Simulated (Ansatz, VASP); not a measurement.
## KF: VASP beside Ansatz

```
CELL_PARAMETERS angstrom
2.90354 0.00000 0.00000
0.00000 2.90354 0.00000
0.00000 0.00000 4.10561
ATOMIC_POSITIONS crystal
K 0.00000 0.00000 0.00000
F 0.50000 0.50000 0.50000
```

Alike in both runs: task single point; functional PBE; k mesh 8 × 8 × 8; occupations gaussian, width 0.05 eV; no spin polarisation.

|  | VASP | Ansatz |
| --- | --- | --- |
| version | VASP 6.6.1 | Ansatz 0.2.0 |
| potentials or method | VASP PAW PBE potentials, release 64 (K_sv, F) | scalar-relativistic, plane waves, PAW |
| plane-wave cutoff (eV) | 520 | 420 |
| valence electrons in the cell | 16 | 16 |

VASP gave:

```
gap on the k mesh at the Fermi level (eV)       : 4.41
least direct gap on the mesh (eV)               : 4.54
pressure (GPa)                                  : 0.5
largest component of the traceless stress (GPa) : 23.25
```

Q: Estimate Ansatz's values.

A: gap on the k mesh at the Fermi level (eV): 4.42; least direct gap on the mesh (eV): 4.55; pressure (GPa): 0.5; largest component of the traceless stress (GPa): 23.21.

A k mesh can miss the band edges.
